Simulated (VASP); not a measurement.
Runs of VASP 6.6.1 on MgO. Symmetry: P6_3mc, No. 186, hexagonal system. The conventional cell has a = 3.308 Å, b = 3.308 Å, c = 4.983 Å, α = 90.00°, β = 90.00°, γ = 120.00°. Mg (site symmetry 3m) is surrounded by 4 O at 1.97 to 1.99 Å. O (site symmetry 3m) has 4 Mg at 1.97 to 1.99 Å as nearest neighbours. Measurements of this composition are mostly on another form, of space group No. 225.

```tsv
task	level	potentials or basis	cell	k mesh	cutoff (eV)	mesh quality	gap on the mesh (eV)	pressure (GPa)	relaxed volume (Å³/atom)
relaxation of cell and atoms	PBEsol	VASP PAW PBE potentials, release 64 (Mg, O)	relaxed	9 × 9 × 6	600	not flagged	3.37	0.0	11.81
relaxation of cell and atoms	PBE	VASP PAW PBE potentials, release 64 (Mg, O)	relaxed	9 × 9 × 6	600	not flagged	3.42	0.0	(a)
relaxation of cell and atoms	PBEsol	VASP PAW PBE potentials, release 64 (Mg, O)	relaxed	9 × 9 × 6	580	not flagged	3.37	0.0	11.82
relaxation of cell and atoms	RPBE	VASP PAW PBE potentials, release 64 (Mg, O)	relaxed	9 × 9 × 6	600	not flagged	3.42	0.0	12.48
relaxation of cell and atoms	PBE+D3(BJ)	VASP PAW PBE potentials, release 64 (Mg, O)	relaxed	9 × 9 × 6	600	not flagged	(b)	0.0	(c)
relaxation of cell and atoms	PBEsol	VASP PAW PBE potentials, release 64 (Mg, O)	relaxed	3 × 3 × 2	600	coarse	3.29	0.0	11.05
relaxation of cell and atoms	PBEsol	VASP PAW PBE potentials, release 64 (Mg, O_s)	relaxed	9 × 9 × 6	480	not flagged	3.37	0.0	11.81
relaxation of cell and atoms	LDA	VASP PAW LDA potentials, release 64 (Mg, O)	relaxed	9 × 9 × 6	600	not flagged	3.56	0.0	10.53
single point	PBEsol	VASP PAW PBE potentials, release 64 (Mg, O)	as given	9 × 9 × 6	520	not flagged	3.34	0.1	-
```

Alike in all rows: no spin polarisation; smearing gaussian 0.02 eV.

Q: Estimate the missing entries.

A: (a) 12.12; (b) 3.52; (c) 11.79.

Caveats: some runs use coarse meshes; an odd mesh through Γ misses points on the zone boundary, where band edges often lie (some runs); the PAW data sets were made with another functional, which shifts forces and pressure a little (some runs).
